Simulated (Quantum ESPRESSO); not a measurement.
A calculation with Quantum ESPRESSO 7.5 of Li (native input, structure typed inline):

File pw.in:

```
&CONTROL
  calculation = 'scf'
  prefix = 'pwscf'
  outdir = './tmp'
  pseudo_dir = './pseudo'
  tprnfor = .true.
  tstress = .true.
  disk_io = 'low'
/
&SYSTEM
  ibrav = 0
  nat = 1
  ntyp = 1
  ecutwfc = 45
  ecutrho = 360
  nbnd = 6
  occupations = 'smearing'
  smearing = 'fd'
  degauss = 0.00367493
/
&ELECTRONS
  conv_thr = 2d-10
  electron_maxstep = 120
  mixing_beta = 0.5
/
ATOMIC_SPECIES
Li     6.9400 li_pbesol_v1.4.uspp.F.UPF
CELL_PARAMETERS angstrom
  -1.7546500000    1.7546500000    1.7546500000
   1.7546500000   -1.7546500000    1.7546500000
   1.7546500000    1.7546500000   -1.7546500000
ATOMIC_POSITIONS crystal
Li     0.0000000000    0.0000000000    0.0000000000
K_POINTS automatic
11 11 11 0 0 0
```

pp_density.in

```
&INPUTPP
  prefix = 'pwscf'
  outdir = './tmp'
  filplot = 'density.dat'
  plot_num = 0
/
&PLOT
  nfile = 1
  filepp(1) = 'density.dat'
  iflag = 3
  output_format = 6
  fileout = 'density.cube'
/
```

pp_potential.in

```
&INPUTPP
  prefix = 'pwscf'
  outdir = './tmp'
  filplot = 'potential.dat'
  plot_num = 11
/
&PLOT
  nfile = 1
  filepp(1) = 'potential.dat'
  iflag = 3
  output_format = 6
  fileout = 'potential.cube'
/
```

Potentials or basis: GBRV 1.5 PBEsol.

Command:

```console
$ OMP_NUM_THREADS=1 mpirun -n 2 pw.x -nk 2 -in pw.in > pw.out
$ OMP_NUM_THREADS=1 mpirun -n 1 pp.x -in pp_density.in > pp_density.out
$ OMP_NUM_THREADS=1 mpirun -n 1 pp.x -in pp_potential.in > pp_potential.out
```

Problem. Write the same calculation in another form: ASE script, structure from a POSCAR.

Solution. As run:

File run.py:

```python
import numpy as np
from ase.calculators.espresso import Espresso, EspressoProfile
from ase.io import read

atoms = read('POSCAR')

input_data = {
    'control': {'calculation': 'scf', 'prefix': 'pwscf', 'outdir': './tmp', 'tprnfor': True, 'tstress': True, 'disk_io': 'nowf'},
    'system': {'ecutwfc': 45.0, 'ecutrho': 360.0, 'nbnd': 6, 'occupations': 'smearing', 'smearing': 'fd', 'degauss': 0.00367493},
    'electrons': {'conv_thr': 2e-10, 'electron_maxstep': 120, 'mixing_beta': 0.5},
}
pseudopotentials = {'Li': 'li_pbesol_v1.4.uspp.F.UPF'}
profile = EspressoProfile(command='mpirun -n 2 pw.x -nk 2', pseudo_dir='pseudo')
dft = Espresso(profile=profile, input_data=input_data, pseudopotentials=pseudopotentials, kpts=(11, 11, 11), koffset=(0, 0, 0))
atoms.calc = dft

print(f'energy {atoms.get_potential_energy():.8f} eV')
print('forces (eV/A)')
print(np.round(atoms.get_forces(), 6))
print('stress (eV/A^3, Voigt)')
print(np.round(atoms.get_stress(), 8))
print(f'Fermi level {dft.get_fermi_level():.4f} eV')
```

POSCAR

```
Li
1.0
   -1.7546500000      1.7546500000      1.7546500000
    1.7546500000     -1.7546500000      1.7546500000
    1.7546500000      1.7546500000     -1.7546500000
Li
1
Direct
    0.0000000000      0.0000000000      0.0000000000
```

Potentials or basis: GBRV 1.5 PBEsol.

Run with:

```sh
$ OMP_NUM_THREADS=1 python run.py
```

Both were run:

|  | native input, structure typed inline | ASE script, structure from a POSCAR |
| --- | --- | --- |
| Pressure | -0.8 GPa | -0.8 GPa |
| Band gap on the k mesh | none (metal or under the smearing width) | none (metal or under the smearing width) |

Keys that steer only the numerical path or the files written may differ.
